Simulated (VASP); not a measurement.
# InSb (F-43m) in VASP: a series of runs, part 2 of 3

VASP 6.6.1.

### Step 3. Band structure, PBEsol

This run uses another cell than the first one, of 34.66 Å³/atom, 1.031 times its volume.

Input file INCAR:

```
ALGO = Fast
EDIFF = 1E-7
ENCUT = 520
GGA = PS
ICORELEVEL = 1
ISIF = 2
ISMEAR = 0
LASPH = T
LCHARG = F
LREAL = F
LWAVE = F
NBANDS = 16
NELM = 80
PREC = Accurate
SIGMA = 0.03
```

Input file KPOINTS:

```
k-points
0
Gamma
  10 10 10
```

Input file POSCAR:

```
InSb                                    
1.0
    0.0000000000      3.2603245817      3.2603245817
    3.2603245817      0.0000000000      3.2603245817
    3.2603245817      3.2603245817      0.0000000000
  In              Sb            
     1     1
Direct
     0.0000000000000000    0.0000000000000000    0.0000000000000000
     0.2500000000000000    0.2500000000000000    0.2500000000000000
```

Input file KPOINTS_OPT:

```
explicit points
109
Reciprocal
 0.0000000000  0.0000000000  0.0000000000 1
 0.0555555556  0.0000000000  0.0555555556 1
 0.1111111111  0.0000000000  0.1111111111 1
 0.1666666667  0.0000000000  0.1666666667 1
 0.2222222222  0.0000000000  0.2222222222 1
 0.2777777778  0.0000000000  0.2777777778 1
 0.3333333333  0.0000000000  0.3333333333 1
 0.3888888889  0.0000000000  0.3888888889 1
 0.4444444444  0.0000000000  0.4444444444 1
 0.5000000000  0.0000000000  0.5000000000 1
 0.5000000000  0.0000000000  0.5000000000 1
 0.5000000000  0.0277777778  0.5277777778 1
 0.5000000000  0.0555555556  0.5555555556 1
 0.5000000000  0.0833333333  0.5833333333 1
 0.5000000000  0.1111111111  0.6111111111 1
 0.5000000000  0.1388888889  0.6388888889 1
 0.5000000000  0.1666666667  0.6666666667 1
 0.5000000000  0.1944444444  0.6944444444 1
 0.5000000000  0.2222222222  0.7222222222 1
 0.5000000000  0.2500000000  0.7500000000 1
 0.5000000000  0.2500000000  0.7500000000 1
 0.4861111111  0.2638888889  0.7500000000 1
 0.4722222222  0.2777777778  0.7500000000 1
 0.4583333333  0.2916666667  0.7500000000 1
 0.4444444444  0.3055555556  0.7500000000 1
 0.4305555556  0.3194444444  0.7500000000 1
 0.4166666667  0.3333333333  0.7500000000 1
 0.4027777778  0.3472222222  0.7500000000 1
 0.3888888889  0.3611111111  0.7500000000 1
 0.3750000000  0.3750000000  0.7500000000 1
 0.3750000000  0.3750000000  0.7500000000 1
 0.3333333333  0.3333333333  0.6666666667 1
 0.2916666667  0.2916666667  0.5833333333 1
 0.2500000000  0.2500000000  0.5000000000 1
 0.2083333333  0.2083333333  0.4166666667 1
 0.1666666667  0.1666666667  0.3333333333 1
 0.1250000000  0.1250000000  0.2500000000 1
 0.0833333333  0.0833333333  0.1666666667 1
 0.0416666667  0.0416666667  0.0833333333 1
 0.0000000000  0.0000000000  0.0000000000 1
 0.0000000000  0.0000000000  0.0000000000 1
 0.0555555556  0.0555555556  0.0555555556 1
 0.1111111111  0.1111111111  0.1111111111 1
 0.1666666667  0.1666666667  0.1666666667 1
 0.2222222222  0.2222222222  0.2222222222 1
 0.2777777778  0.2777777778  0.2777777778 1
 0.3333333333  0.3333333333  0.3333333333 1
 0.3888888889  0.3888888889  0.3888888889 1
 0.4444444444  0.4444444444  0.4444444444 1
 0.5000000000  0.5000000000  0.5000000000 1
 0.5000000000  0.5000000000  0.5000000000 1
 0.5138888889  0.4722222222  0.5138888889 1
 0.5277777778  0.4444444444  0.5277777778 1
 0.5416666667  0.4166666667  0.5416666667 1
 0.5555555556  0.3888888889  0.5555555556 1
 0.5694444444  0.3611111111  0.5694444444 1
 0.5833333333  0.3333333333  0.5833333333 1
 0.5972222222  0.3055555556  0.5972222222 1
 0.6111111111  0.2777777778  0.6111111111 1
 0.6250000000  0.2500000000  0.6250000000 1
 0.6250000000  0.2500000000  0.6250000000 1
 0.6111111111  0.2500000000  0.6388888889 1
 0.5972222222  0.2500000000  0.6527777778 1
 0.5833333333  0.2500000000  0.6666666667 1
 0.5694444444  0.2500000000  0.6805555556 1
 0.5555555556  0.2500000000  0.6944444444 1
 0.5416666667  0.2500000000  0.7083333333 1
 0.5277777778  0.2500000000  0.7222222222 1
 0.5138888889  0.2500000000  0.7361111111 1
 0.5000000000  0.2500000000  0.7500000000 1
 0.5000000000  0.2500000000  0.7500000000 1
 0.5000000000  0.2777777778  0.7222222222 1
 0.5000000000  0.3055555556  0.6944444444 1
 0.5000000000  0.3333333333  0.6666666667 1
 0.5000000000  0.3611111111  0.6388888889 1
 0.5000000000  0.3888888889  0.6111111111 1
 0.5000000000  0.4166666667  0.5833333333 1
 0.5000000000  0.4444444444  0.5555555556 1
 0.5000000000  0.4722222222  0.5277777778 1
 0.5000000000  0.5000000000  0.5000000000 1
 0.5000000000  0.5000000000  0.5000000000 1
 0.4861111111  0.4861111111  0.5277777778 1
 0.4722222222  0.4722222222  0.5555555556 1
 0.4583333333  0.4583333333  0.5833333333 1
 0.4444444444  0.4444444444  0.6111111111 1
 0.4305555556  0.4305555556  0.6388888889 1
 0.4166666667  0.4166666667  0.6666666667 1
 0.4027777778  0.4027777778  0.6944444444 1
 0.3888888889  0.3888888889  0.7222222222 1
 0.3750000000  0.3750000000  0.7500000000 1
 0.6250000000  0.2500000000  0.6250000000 1
 0.6111111111  0.2222222222  0.6111111111 1
 0.5972222222  0.1944444444  0.5972222222 1
 0.5833333333  0.1666666667  0.5833333333 1
 0.5694444444  0.1388888889  0.5694444444 1
 0.5555555556  0.1111111111  0.5555555556 1
 0.5416666667  0.0833333333  0.5416666667 1
 0.5277777778  0.0555555556  0.5277777778 1
 0.5138888889  0.0277777778  0.5138888889 1
 0.5000000000  0.0000000000  0.5000000000 1
 0.0000000000  0.0000000000  0.0000000000 1
 0.3750000000  0.3750000000  0.7500000000 1
 0.5000000000  0.5000000000  0.5000000000 1
 0.6250000000  0.2500000000  0.6250000000 1
 0.5000000000  0.2500000000  0.7500000000 1
 0.5000000000  0.0000000000  0.5000000000 1
 0.4000000000  0.0000000000  0.4000000000 1
 0.4250000000  0.0000000000  0.4250000000 1
 0.4500000000  0.0000000000  0.4500000000 1
```

Potentials or basis: VASP PAW PBE potentials, release 64 (In_d, Sb).

Command:

```
cat potpaw_PBE.64/In_d/POTCAR potpaw_PBE.64/Sb/POTCAR > POTCAR
mpirun -np 1 vasp_std > vasp.out
```

OUTCAR:

```text
EDIFF = 1E-7
   ENCUT = 520
   GGA = PS
   ISIF = 2
   ISMEAR = 0
   LASPH = T
   LREAL = F
   NELM = 80
   PREC = Accurate

 ion  position               nearest neighbor table
   1  0.000  0.000  0.000-   2 2.82   2 2.82   2 2.82   2 2.82
   2  0.250  0.250  0.250-   1 2.82   1 2.82   1 2.82   1 2.82

  LATTYP: Found a face centered cubic cell.
 ALAT       =     6.5206491634

  Lattice vectors:

 A1 = (   0.0000000000,   3.2603245817,   3.2603245817)
 A2 = (   3.2603245817,   0.0000000000,   3.2603245817)
 A3 = (   3.2603245817,   3.2603245817,   0.0000000000)

Analysis of symmetry for initial positions (statically):
=====================================================================
 Subroutine PRICEL returns:
 Original cell was already a primitive cell.

 Routine SETGRP: Setting up the symmetry group for a
 face centered cubic supercell.

 Subroutine GETGRP returns: Found 24 space group operations
 (whereof 24 operations were pure point group operations)
 out of a pool of 48 trial point group operations.

The static configuration has the point symmetry T_d .

Analysis of symmetry for dynamics (positions and initial velocities):
=====================================================================
 Subroutine PRICEL returns:
 Original cell was already a primitive cell.

 Routine SETGRP: Setting up the symmetry group for a
 face centered cubic supercell.

 Subroutine GETGRP returns: Found 24 space group operations
 (whereof 24 operations were pure point group operations)
 out of a pool of 48 trial point group operations.

The dynamic configuration has the point symmetry T_d .

 Subroutine INISYM returns: Found 24 space group operations
 (whereof 24 operations are pure point group operations),
 and found     1 'primitive' translations

----------------------------------------------------------------------------------------

                                     Primitive cell

  volume of cell :      69.3127

  direct lattice vectors                    reciprocal lattice vectors
     0.000000000  3.260324582  3.260324582    -0.153358964  0.153358964  0.153358964
     3.260324582  0.000000000  3.260324582     0.153358964 -0.153358964  0.153358964
     3.260324582  3.260324582  0.000000000     0.153358964  0.153358964 -0.153358964

  length of vectors
     4.610795241  4.610795241  4.610795241     0.265625517  0.265625517  0.265625517

  position of ions in fractional coordinates (direct lattice)
     0.000000000  0.000000000  0.000000000
     0.250000000  0.250000000  0.250000000

  ion indices of the primitive-cell ions
   primitive index   ion index
                 1           1
                 2           2

----------------------------------------------------------------------------------------

 KPOINTS: k-points

Automatic generation of k-mesh.
 Grid dimensions read from file:
 generate k-points for:   10   10   10

 Generating k-lattice:

  Cartesian coordinates                     Fractional coordinates (reciprocal lattice)
    -0.015335896  0.015335896  0.015335896     0.100000000  0.000000000  0.000000000
     0.015335896 -0.015335896  0.015335896     0.000000000  0.100000000  0.000000000
     0.015335896  0.015335896 -0.015335896     0.000000000  0.000000000  0.100000000

  Length of vectors
     0.026562552  0.026562552  0.026562552

  Shift w.r.t. Gamma in fractional coordinates (k-lattice)
     0.000000000  0.000000000  0.000000000

 Subroutine IBZKPT returns following result:
 ===========================================

 Found     47 irreducible k-points:

 Following reciprocal coordinates:
            Coordinates               Weight
  0.000000  0.000000  0.000000      1.000000
  0.100000  0.000000  0.000000      8.000000
  0.200000  0.000000  0.000000      8.000000
  0.300000  0.000000  0.000000      8.000000
  0.400000  0.000000  0.000000      8.000000
  0.500000  0.000000  0.000000      4.000000
[... 16 lines left out ...]
  0.300000  0.300000  0.000000      6.000000
  0.400000  0.300000  0.000000     24.000000
 [... further k-points ...]
[... 25 lines left out ...]
   ISYM   =      2    0-nonsym 1-usesym 2-fastsym
   POTIM  = 0.5000    time-step for ionic-motion
   TEBEG  =    0.0;   TEEND  =   0.0 temperature during run
   PSTRESS=    0.0 pullay stress
   NELECT =      18.0000    total number of electrons
   NUPDOWN=      -1.0000    fix difference up-down
   EMIN   =  10.00;   EMAX   =-10.00  energy-range for DOS
   EFERMI =   0.00;   METHOD = LEGACY
   ISMEAR =     0;   SIGMA  =   0.03  broadening in eV -4-tet -1-fermi 0-gaus
   EFERMI_NEDOS =   21; number of points for ismear=-14 and -15
   IALGO  =     68    algorithm
   IMIX   =      4    mixing-type and parameters
     AMIX     =   0.40;   BMIX     =  1.00
     AMIX_MAG =   1.60;   BMIX_MAG =  1.00
  volume/ion in A,a.u.               =      34.66       233.87
  Fermi-wavevector in a.u.,A,eV,Ry     =   1.044467  1.973757 14.842757  1.090912
  Thomas-Fermi vector in A             =   2.179221
   LORBIT       =      0    0 simple, 1 ext, 2 COOP (PROOUT), +10 PAW based schemes
   GGA     = PS    functional components
   LHFCALC =     F    Hartree Fock is set to
   AEXX    =    0.0000 exact exchange contribution
   IVDW    =     0    specifies the selected vdW correction
   LEPSILON=     F    determine dielectric tensor
   LRPA    =     F    only Hartree local field effects (RPA)
 non-spin polarized calculation
 RMM-DIIS sequential band-by-band and
 Gauss-broadening in eV      SIGMA  =   0.03
  energy-cutoff  :      520.00
  volume of cell :       69.31
 maximum number of plane-waves:      1892
 NGX is ok and might be reduce to    36
   NGX = 17   NGY = 17   NGZ = 17

 number of electron      17.9999994 magnetization

 Free energy of the ion-electron system (eV)
  ---------------------------------------------------
  ext. energy  EPLUGINS =         0.00000000
  ---------------------------------------------------
  free energy    TOTEN  =        -7.69966898 eV

  energy without entropy =       -7.69962271  energy(sigma->0) =       -7.69964584

 the core state eigenenergies are
   1-  1s -27739.0753  2s  -4145.5948  2p  -3719.5778  3s   -779.4909  3p   -640.0457
       3d   -423.7213  4s   -110.7104  4p    -69.1747
   2-  1s -30287.9857  2s  -4599.9460  2p  -4128.0526  3s   -893.6787  3p   -739.9315
       3d   -505.5021  4s   -138.7568  4p    -91.7329  4d    -23.5569

 E-fermi :   4.7706     XC(G=0):  -8.7871

 val. band max:        4.7614257251   @ k =   0.0000   0.0000   0.0000
 cond. band min:       5.1999025274   @ k =   0.5000   0.0000   0.0000
 fundamental gap:      0.4384768024
 Fermi energy:         4.7705628049

 k-point     1 :       0.0000    0.0000    0.0000
  band No.  band energies     occupation
      1      -9.7406      2.00000
      2      -9.7406      2.00000
      3      -9.7406      2.00000
      4      -9.6594      2.00000
      5      -9.6594      2.00000
      6      -5.8668      2.00000
[... 277 lines left out ...]
 k-point    16 :       0.2000    0.2000    0.0000
  band No.  band energies     occupation

------------------------ aborting loop because EDIFF is reached ----------------------------------------

  FORCE on cell =-STRESS in cart. coord.  units (eV):
  Direction    XX          YY          ZZ          XY          YZ          ZX
  --------------------------------------------------------------------------------------
  -------------------------------------------------------------------------------------
  Total        0.0173059      0.0173059      0.0173059      0.0000000      0.0000000      0.0000000
  in kB        0.4000292      0.4000292      0.4000292      0.0000000      0.0000000      0.0000000
  external PRESSURE =       0.4000292 kB  Pullay stress =       0.0000000 kB

 VOLUME and BASIS-vectors are now :
 -----------------------------------------------------------------------------
  energy-cutoff  :      520.00
  volume of cell :       69.31
      direct lattice vectors                 reciprocal lattice vectors
     0.000000000  3.260324582  3.260324582    -0.153358964  0.153358964  0.153358964
     3.260324582  0.000000000  3.260324582     0.153358964 -0.153358964  0.153358964
     3.260324582  3.260324582  0.000000000     0.153358964  0.153358964 -0.153358964

 POSITION                                       TOTAL-FORCE (eV/Angst)
 -----------------------------------------------------------------------------------
      0.00000      0.00000      0.00000        -0.000000     -0.000000     -0.000000
      1.63016      1.63016      1.63016         0.000000      0.000000      0.000000
 -----------------------------------------------------------------------------------
    total drift:                               -0.000000     -0.000000     -0.000000

  FREE ENERGIE OF THE ION-ELECTRON SYSTEM (eV)
  ---------------------------------------------------
  free  energy   TOTEN  =        -7.6996689838 eV

  energy  without entropy=       -7.6996227051  energy(sigma->0) =       -7.69964584
```

It took 83 s on 1 thread of Intel Xeon 6975P-C (Granite Rapids), shared host; peak memory 0.26 GiB.

What came out:

* Free energy: -7.6997 eV
* Pressure: 0.0 GPa
* Band gap along the path: none (metal or under the smearing width)

Levels at the corners of the path, in eV from the Fermi level:
```tsv
point	band 7	band 8	band 9	band 10	band 11	band 12
Γ	-0.38	-0.01	-0.01	-0.01	2.92	2.92
X	-5.88	-2.22	-2.22	1.27	1.28	8.00
X	-5.88	-2.22	-2.22	1.27	1.28	8.00
W	-5.77	-2.82	-2.69	3.40	3.90	4.13
W	-5.77	-2.82	-2.69	3.40	3.90	4.13
K	-5.75	-3.08	-1.89	1.55	3.61	6.13
K	-5.75	-3.08	-1.89	1.55	3.61	6.13
Γ	-0.38	-0.01	-0.01	-0.01	2.92	2.92
Γ	-0.38	-0.01	-0.01	-0.01	2.92	2.92
L	-5.58	-0.99	-0.99	0.43	3.76	3.76
L	-5.58	-0.99	-0.99	0.43	3.76	3.76
U	-5.75	-3.08	-1.89	1.55	3.61	6.13
U	-5.75	-3.08	-1.89	1.55	3.61	6.13
W	-5.77	-2.82	-2.69	3.40	3.90	4.13
W	-5.77	-2.82	-2.69	3.40	3.90	4.13
L	-5.58	-0.99	-0.99	0.43	3.76	3.76
L	-5.58	-0.99	-0.99	0.43	3.76	3.76
K	-5.75	-3.08	-1.89	1.55	3.61	6.13
U	-5.75	-3.08	-1.89	1.55	3.61	6.13
X	-5.88	-2.22	-2.22	1.27	1.28	8.00
```

Core levels (eV, on the scale of the bands):
```tsv
atom	levels
1 In	1s -27739.1, 2s -4145.6, 2p -3719.6, 3s -779.5, 3p -640.0, 3d -423.7, 4s -110.7, 4p -69.2
2 Sb	1s -30288.0, 2s -4599.9, 2p -4128.1, 3s -893.7, 3p -739.9, 3d -505.5, 4s -138.8, 4p -91.7, 4d -23.6
```

Caveat: the PAW data sets were made with another functional, which shifts forces and pressure a little; spin-orbit coupling is left out, which moves the levels of the heavy elements; this crystal is a semiconductor, whose small gap the functional closes, so the metal is an error of the method.

[end of part 2 of 3]
